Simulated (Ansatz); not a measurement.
Runs of Ansatz 0.2.0 on Lu. The structure is cubic, space group Im-3m (No. 229). Conventional cell: a = 3.908 Å, b = 3.908 Å, c = 3.908 Å, α = 90.00°, β = 90.00°, γ = 90.00°. Lu (site symmetry m-3m) has 8 Lu at 3.38 Å as nearest neighbours. This isn't the form of Lu at room conditions, which is hcp.

```csv
level,cell,target pressure (GPa),gap on the mesh (eV),pressure (GPa),relaxed volume (Å³/atom)
r2SCAN,relaxed,-,none,0.0,29.49
r2SCAN+rVV10,relaxed,-,none,0.0,28.97
r2SCAN,relaxed to 5 GPa,5,none,5.0,-
r2SCAN+D3(BJ)-ATM,relaxed,-,none,0.0,(a)
r2SCAN,relaxed,0,none,0.0,29.49
```

Alike in all rows: task relaxation of cell and atoms; potentials or basis Ansatz PAW; no spin polarisation; k mesh 10 × 10 × 10; cutoff (eV) 500; smearing fermi-dirac 0.05 eV.

Q: Estimate the missing entries.

A: (a) 29.06.

Caveats: the plane-wave basis is chosen anew once the cell has moved, so the energies of steps on either side of that aren't comparable; the PAW data sets come from PBE, with cores solved anew for the run's functional, which leaves a small shift of forces and pressure; pairwise dispersion overbinds metals, which lowers pressure and volume (some runs).

A k mesh can miss the band edges, and the runs leave out spin-orbit coupling on Lu.

A gap of «none» marks a metal or a gap under the smearing width.
